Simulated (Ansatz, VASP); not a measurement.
# One calculation of B, two programs

The input INCAR:

```
SYSTEM = B
PREC = Accurate
ENCUT = 520
EDIFF = 1E-7
ISMEAR = 0
SIGMA = 0.15
LREAL = .FALSE.
LASPH = .TRUE.
NELM = 100
ALGO = Fast
ISIF = 2
LWAVE = .FALSE.
LCHARG = .FALSE.
GGA = CA
NBANDS = 8
```

KPOINTS

```
regular mesh
0
G
  33 33 14
  0 0 0
```

File POSCAR:

```
B
1.0
    1.7875552546      0.0000000000      0.0000000000
   -0.8937776273      1.5480682611      0.0000000000
    0.0000000000      0.0000000000      3.6354228500
B
1
Direct
    0.0000000000      0.0000000000      0.0000000000
```

Input for Ansatz:

```yaml
crystal:
  lattice:
    - [1.7875552546, 0.0, 0.0]
    - [-0.8937776273, 1.5480682611, 0.0]
    - [0.0, 0.0, 3.63542285]
  atoms:
    - { symbol: B, position: [0.0, 0.0, 0.0] }
basis:
  ecutwfc: 420
kpoints:
  mp_grid: { grid: [33, 33, 14] }
hamiltonian:
  xc: lda
scf:
  occupations: { method: gaussian, width: 0.15 }
output:
  forces: true
  stress: true
  eigenvalues: true
```

Change from the starting cell: strain +0.050 along x and y, +0.000 along z, atoms carried along.

Alike in both runs: task single point; functional LDA; k mesh 33 × 33 × 14; occupations gaussian, width 0.15 eV; no spin polarisation.

|  | VASP | Ansatz |
| --- | --- | --- |
| version | VASP 6.6.1 | Ansatz 0.2.0 |
| potentials or method | VASP PAW LDA potentials, release 64 (B) | scalar-relativistic, plane waves, PAW |
| plane-wave cutoff (eV) | 520 | 420 |
| valence electrons in the cell | 3 | 3 |

|  | VASP | Ansatz | Ansatz less VASP |
| --- | --- | --- | --- |
| gap on the k mesh at the Fermi level (eV) | none | none | - |
| pressure (GPa) | -24.4 | -24.4 | -0.03 |
| largest component of the traceless stress (GPa) | 23.11 | 23.18 | +0.070 |

A gap of «none» marks a metal or a gap that the smearing closes.

Caveats: so large a pressure means that the cell lies far from this level's equilibrium, or that cutoff or potentials fall short (VASP).
